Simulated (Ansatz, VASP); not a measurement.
# One calculation of HgTe (Coloradoite), two programs

```
CELL_PARAMETERS angstrom
0.00000 3.23579 3.23579
3.23579 0.00000 3.23579
3.23579 3.23579 0.00000
ATOMIC_POSITIONS crystal
Hg 0.00000 0.00000 0.00000
Te 0.75000 0.75000 0.75000
```

Change from the starting cell: volume scaled by 1.02.

Alike in both runs: task single point; functional LDA; k mesh 7 × 7 × 7; occupations fermi-dirac, width 0.05 eV; no spin polarisation.

```csv
,VASP,Ansatz
version,VASP 6.6.1,Ansatz 0.2.0
potentials or method,"VASP PAW LDA potentials, release 64 (Hg, Te), cutoff 520 eV","all-electron LAPW, scalar-relativistic"
```

|  | VASP | Ansatz | Ansatz less VASP |
| --- | --- | --- | --- |
| gap on the k mesh at the Fermi level (eV) | none | none | - |
| pressure (GPa) | -0.5 | -0.7 | -0.24 |

A gap of «none» marks a metal or a gap that the smearing closes. Ansatz ran all-electron here, so the differences hold the error of VASP's frozen core and of both bases.

The runs have no spin-orbit coupling, so splittings on Hg, Te are missing.
